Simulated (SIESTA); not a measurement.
Crystal: C.

```
C
1.0
     0.00000    1.78337    1.78337
     1.78337    0.00000    1.78337
     1.78337    1.78337    0.00000
C
2
Direct
  0.75000 0.75000 0.75000
  0.50000 0.50000 0.50000
```

This isn't the form of C at room conditions, which is graphite.

Base run:

| Quantity | Value |
| --- | --- |
| Program | SIESTA 5.4.2 |
| Functional | vdW-DF |
| Potentials or basis | PseudoDojo 0.4 standard (PBE files) |
| Basis | DZP (energy shift 0.003 Ry) |
| Grid cutoff | 500 Ry |
| Energy shift | 0.003 Ry |
| k mesh | 13 × 13 × 13 |
| Occupations | fermi-dirac, width 0.05 eV |
| Spin | no spin polarisation |

Its results: band gap on the k mesh 4.56 eV, indirect (least direct gap 5.79 eV); pressure 20.2 GPa.

Problem. The run is repeated on the same cell with these changes: functional from vdW-DF to PBE; basis from DZP (energy shift 0.003 Ry) to TZDP (energy shift 0.003 Ry). What comes out?

Solution. Band gap on the k mesh 4.30 eV, indirect (least direct gap 5.62 eV); pressure 5.5 GPa.

Several settings changed at once, so the effect can't be laid on one alone.

Caveats: the basis of atomic orbitals isn't converged, which shifts pressures, moduli and gaps; the potentials were made for another functional, which shifts forces and pressure (some runs).
